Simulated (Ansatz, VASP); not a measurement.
# LiF: VASP beside Ansatz

Contents of INCAR:

```
ALGO = Normal ; EDIFF = 1E-6
ENCUT = 520 ; GGA = PE
ISIF = 2 ; ISMEAR = 0
LASPH = True ; LCHARG = True
LELF = True ; LREAL = False
LVHAR = True ; LWAVE = False
NBANDS = 12 ; NELM = 80
PREC = Accurate ; SIGMA = 0.02
```

The input KPOINTS:

```
k-points
0
Gamma
  10 10 10
```

File POSCAR:

```
LiF
1.0
    2.5345263626      0.0000000000      0.0000000000
    0.0000000000      2.5345263626      0.0000000000
    0.0000000000      0.0000000000      2.3041683926
Li F
1 1
Direct
    0.0000000000      0.0000000000      0.0000000000
    0.5000000000      0.5000000000      0.5000000000
```

Input for Ansatz:

```yaml
crystal:
  lattice:
    - [2.5345263626, 0.0, 0.0]
    - [0.0, 2.5345263626, 0.0]
    - [0.0, 0.0, 2.3041683926]
  atoms:
    - { symbol: Li, position: [0.0, 0.0, 0.0] }
    - { symbol: F, position: [0.5, 0.5, 0.5] }
basis:
  ecutwfc: 420
kpoints:
  mp_grid: { grid: [10, 10, 10] }
hamiltonian:
  xc: pbe
scf:
  occupations: { method: gaussian, width: 0.02 }
output:
  forces: true
  stress: true
  eigenvalues: true
```

Alike in both runs: task single point; functional PBE; k mesh 10 × 10 × 10; occupations gaussian, width 0.02 eV; no spin polarisation.

```csv
,VASP,Ansatz
version,VASP 6.6.1,Ansatz 0.2.0
potentials or method,"VASP PAW PBE potentials, release 64 (Li_sv, F)","scalar-relativistic, plane waves, PAW"
plane-wave cutoff (eV),520,420
valence electrons in the cell,10,10
```

|  | VASP | Ansatz | Ansatz less VASP |
| --- | --- | --- | --- |
| gap on the k mesh at the Fermi level (eV) | 7.91 | 7.90 | -0.009 |
| least direct gap on the mesh (eV) | 8.45 | 8.44 | -0.010 |

 A k mesh can miss the band edges.
